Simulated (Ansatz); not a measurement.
```cif
data_structure
_symmetry_space_group_name_H-M 'P 1'
_symmetry_Int_Tables_number 1
_cell_length_a 2.4197
_cell_length_b 2.4197
_cell_length_c 2.4197
_cell_angle_alpha 60.000
_cell_angle_beta 60.000
_cell_angle_gamma 60.000
_cell_volume 10.02
loop_
_atom_site_label
_atom_site_type_symbol
_atom_site_fract_x
_atom_site_fract_y
_atom_site_fract_z
_atom_site_occupancy
B1 B 0.00000 0.00000 0.00000 1
N1 N 0.25000 0.25000 0.25000 1
```

RPA correlation and exact exchange on PBE orbitals, all-electron datasets in plane waves (scalar-relativistic, Gaussian nuclei) (Ansatz); 4×4×4 mesh, wave cutoff 3300 eV, correlation extrapolated to infinite response cutoff from cutoffs up to 280 eV, 12 electrons, all correlated, 69 empty bands, long-wavelength term: optical limit. The band count ends below the top response cutoff.

The cell is then scaled evenly to 1.128 times this volume.

Energy change of the cell: PBE -0.421 eV (mean pressure +52.7 GPa).

Problem. What change follows for the Hartree-Fock expression on these orbitals, RPA correlation and the RPA total?

Solution. The Hartree-Fock expression on these orbitals: -0.355 eV (mean pressure +44.5 GPa). RPA correlation: -0.031 eV (mean pressure +3.9 GPa). The RPA total: -0.386 eV (mean pressure +48.4 GPa).

This ran on a trial build of the method. The cell is a model at fixed atoms and needn't be the relaxed known crystal. The correlation step scatters with the plane-wave count, here by about 0.01 eV. The mesh is coarse, so these steps aren't converged.
